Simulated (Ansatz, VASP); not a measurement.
**SiC in VASP and in Ansatz**

The input INCAR:

```
SYSTEM = SiC
PREC = Accurate ; ENCUT = 520
EDIFF = 1E-7 ; ISMEAR = 0
SIGMA = 0.05 ; LREAL = .FALSE.
LASPH = .TRUE. ; NELM = 100
ALGO = Normal ; ISIF = 2
LWAVE = .FALSE. ; LCHARG = .TRUE.
GGA = PE ; LELF = .TRUE.
LVHAR = .TRUE. ; NBANDS = 11
```

The input KPOINTS:

```
regular mesh
0
G
  10 10 10
  0 0 0
```

Contents of POSCAR:

```
SiC
1.0
    0.0000000000      2.2993572998      2.2446106974
    2.2993572998      0.0000000000      2.2446106974
    2.2993572998      2.2993572998      0.0000000000
Si C
1 1
Direct
    0.0000000000      0.0000000000      0.0000000000
    0.7500000000      0.7500000000      0.7500000000
```

Input for Ansatz:

```yaml
crystal:
  lattice:
    - [0.0, 2.2993572998, 2.2446106974]
    - [2.2993572998, 0.0, 2.2446106974]
    - [2.2993572998, 2.2993572998, 0.0]
  atoms:
    - { symbol: Si, position: [0.0, 0.0, 0.0] }
    - { symbol: C, position: [0.75, 0.75, 0.75] }
basis:
  ecutwfc: 420
kpoints:
  mp_grid: { grid: [10, 10, 10] }
hamiltonian:
  xc: pbe
scf:
  occupations: { method: gaussian, width: 0.05 }
output:
  forces: true
  stress: true
  eigenvalues: true
```

Change from the starting cell: strain +0.050 along x and y, +0.025 along z, atoms carried along.

Alike in both runs: task single point; functional PBE; k mesh 10 × 10 × 10; occupations gaussian, width 0.05 eV; no spin polarisation.

|  | VASP | Ansatz |
| --- | --- | --- |
| version | VASP 6.6.1 | Ansatz 0.2.0 |
| potentials or method | VASP PAW PBE potentials, release 64 (Si, C) | scalar-relativistic, plane waves, PAW |
| plane-wave cutoff (eV) | 520 | 420 |
| valence electrons in the cell | 8 | 8 |

|  | VASP | Ansatz | Ansatz less VASP |
| --- | --- | --- | --- |
| gap on the k mesh at the Fermi level (eV) | 1.24 | 1.24 | +0.001 |
| least direct gap on the mesh (eV) | 4.36 | 4.36 | +0.001 |
| pressure (GPa) | -20.4 | -20.4 | +0.01 |
| largest component of the traceless stress (GPa) | 3.77 | 3.77 | -0.007 |

Caveats: so large a pressure means that the cell lies far from this level's equilibrium, or that cutoff or potentials fall short (VASP). A k mesh can miss the band edges.
